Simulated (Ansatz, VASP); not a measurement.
## Ca8HF15 (a cell with a defect) (Fluorite) in VASP and in Ansatz

File INCAR:

```
PREC = Accurate ; ENCUT = 520
EDIFF = 1E-8 ; ISMEAR = -1
SIGMA = 0.01 ; LREAL = Auto
LASPH = True ; NELM = 100
ALGO = Fast ; ISIF = 2
LWAVE = False ; LCHARG = False
GGA = PE ; LEFG = True
NBANDS = 111
```

The input KPOINTS:

```
regular mesh
0
Gamma
  3 3 3
```

The input POSCAR:

```
Ca8HF15
1.0
    0.0000000000      5.4620000000      5.4620000000
    5.4620000000      0.0000000000      5.4620000000
    5.4620000000      5.4620000000      0.0000000000
Ca H F
8 1 15
Direct
    0.0000000000      0.0000000000      0.0000000000
    0.0000000000      0.0000000000      0.5000000000
    0.0000000000      0.5000000000      0.0000000000
    0.0000000000      0.5000000000      0.5000000000
    0.5000000000      0.0000000000      0.0000000000
    0.5000000000      0.0000000000      0.5000000000
    0.5000000000      0.5000000000      0.0000000000
    0.5000000000      0.5000000000      0.5000000000
    0.1250000000      0.1250000000      0.1250000000
    0.1250000000      0.1250000000      0.6250000000
    0.1250000000      0.6250000000      0.1250000000
    0.1250000000      0.6250000000      0.6250000000
    0.6250000000      0.1250000000      0.1250000000
    0.6250000000      0.1250000000      0.6250000000
    0.6250000000      0.6250000000      0.1250000000
    0.6250000000      0.6250000000      0.6250000000
    0.3750000000      0.3750000000      0.3750000000
    0.3750000000      0.3750000000      0.8750000000
    0.3750000000      0.8750000000      0.3750000000
    0.3750000000      0.8750000000      0.8750000000
    0.8750000000      0.3750000000      0.3750000000
    0.8750000000      0.3750000000      0.8750000000
    0.8750000000      0.8750000000      0.3750000000
    0.8750000000      0.8750000000      0.8750000000
```

Input for Ansatz:

```yaml
crystal:
  lattice:
    - [0.0, 5.462, 5.462]
    - [5.462, 0.0, 5.462]
    - [5.462, 5.462, 0.0]
  atoms:
    - { symbol: Ca, position: [0.0, 0.0, 0.0] }
    - { symbol: Ca, position: [0.0, 0.0, 0.5] }
    - { symbol: Ca, position: [0.0, 0.5, 0.0] }
    - { symbol: Ca, position: [0.0, 0.5, 0.5] }
    - { symbol: Ca, position: [0.5, 0.0, 0.0] }
    - { symbol: Ca, position: [0.5, 0.0, 0.5] }
    - { symbol: Ca, position: [0.5, 0.5, 0.0] }
    - { symbol: Ca, position: [0.5, 0.5, 0.5] }
    - { symbol: H, position: [0.125, 0.125, 0.125] }
    - { symbol: F, position: [0.125, 0.125, 0.625] }
    - { symbol: F, position: [0.125, 0.625, 0.125] }
    - { symbol: F, position: [0.125, 0.625, 0.625] }
    - { symbol: F, position: [0.625, 0.125, 0.125] }
    - { symbol: F, position: [0.625, 0.125, 0.625] }
    - { symbol: F, position: [0.625, 0.625, 0.125] }
    - { symbol: F, position: [0.625, 0.625, 0.625] }
    - { symbol: F, position: [0.375, 0.375, 0.375] }
    - { symbol: F, position: [0.375, 0.375, 0.875] }
    - { symbol: F, position: [0.375, 0.875, 0.375] }
    - { symbol: F, position: [0.375, 0.875, 0.875] }
    - { symbol: F, position: [0.875, 0.375, 0.375] }
    - { symbol: F, position: [0.875, 0.375, 0.875] }
    - { symbol: F, position: [0.875, 0.875, 0.375] }
    - { symbol: F, position: [0.875, 0.875, 0.875] }
kpoints:
  mp_grid: { grid: [3, 3, 3] }
scf:
  occupations: { method: fermi_dirac, width: 0.01 }
hamiltonian:
  xc: pbe
  pseudopotentials: { kind: paw }
output:
  forces: true
  stress: true
  populations: true
  efg:
    quadrupole_moments_barn: { Ca: -0.0408, H: 0.00285783 }
    contact_densities: true
  write_density: true
  write_potential: true
  elf: true
  volumetric_format: npy
```

Alike in both runs: task electric field gradients; functional PBE; k mesh 3 × 3 × 3; occupations fermi-dirac, width 0.01 eV; no spin polarisation.

|  | VASP | Ansatz |
| --- | --- | --- |
| version | VASP 6.6.1 | Ansatz 0.2.0 |
| potentials or method | VASP PAW PBE potentials, release 64 (Ca_sv, H, F) | plane-wave PAW, scalar-relativistic |
| plane-wave cutoff (eV) | 520 | 420 |
| valence electrons in the cell | 186 | 186 |

VASP gave:

* gap on the k mesh at the Fermi level (eV): 5.56
* pressure (GPa): 2.3
* rms of the force components (eV/Å): 0.026
* Vzz of the field gradient on the site that differs most (V/Å²): 3.8

**Question.** Estimate Ansatz's values.

**Answer.** gap on the k mesh at the Fermi level (eV): 5.57; pressure (GPa): 2.0; rms of the force components (eV/Å): 0.024; Vzz of the field gradient on the site that differs most (V/Å²): 3.4.

Atom by atom the forces differ by 0.004 eV/Å (rms over components). The functional is the same, so the differences come from potentials, cutoffs and numerics.

As with any semilocal functional, this PBE gap is likely too small.
